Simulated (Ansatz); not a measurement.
**In (Im-3m), clamped-ion strain scan**

These are results of Ansatz, DFT PBE, scalar-relativistic, plane waves, PAW, not measurements. Cutoff 420 eV, Γ-centred 18×18×18 k-points, Gaussian smearing of 0.15 eV. No spin polarisation. Energies are free energies at this smearing, counted from the undisturbed cell; pressure is positive in compression.

The undisturbed cell (as given, not relaxed at this level; it stands at 1.5 GPa; this bcc form isn't the usual structure):

```
In
1.0
    -1.88253    1.88253    1.88253
     1.88253   -1.88253    1.88253
     1.88253    1.88253   -1.88253
In
1
Cartesian
  0.0000 0.0000 0.0000
```

The cell is strained by ε times the Voigt pattern (0, 0, 0, 0, 0, 1) (xx, yy, zz, yz, xz, xy; engineering shear) with fractional coordinates fixed. The cell is metallic on the mesh throughout.

```csv
ε,ΔE (meV/atom),"stress summed along the pattern (GPa, tension positive)",pressure (GPa)
-0.1000,11.0,-1.33,1.9
-0.0500,2.6,-0.62,1.6
0.0000,0.0,0.00,1.5
0.0125,0.1,0.13,1.5
0.0250,0.6,0.28,1.5
0.0375,1.4,?,?
0.0625,4.2,?,?
0.0750,6.0,0.92,1.7
0.0875,8.3,1.10,1.8
```

By symmetry 0.1000 repeats -0.1000, -0.0750 repeats 0.0750, 0.0500 repeats -0.0500, -0.0250 repeats 0.0250 in energy; the slope of the energy along the path changes sign there.

**Question.** Give the withheld values.

**Answer.** stress summed along the pattern (GPa, tension positive) at ε = 0.0375: 0.45; pressure (GPa) at ε = 0.0375: 1.6; stress summed along the pattern (GPa, tension positive) at ε = 0.0625: 0.77; pressure (GPa) at ε = 0.0625: 1.7.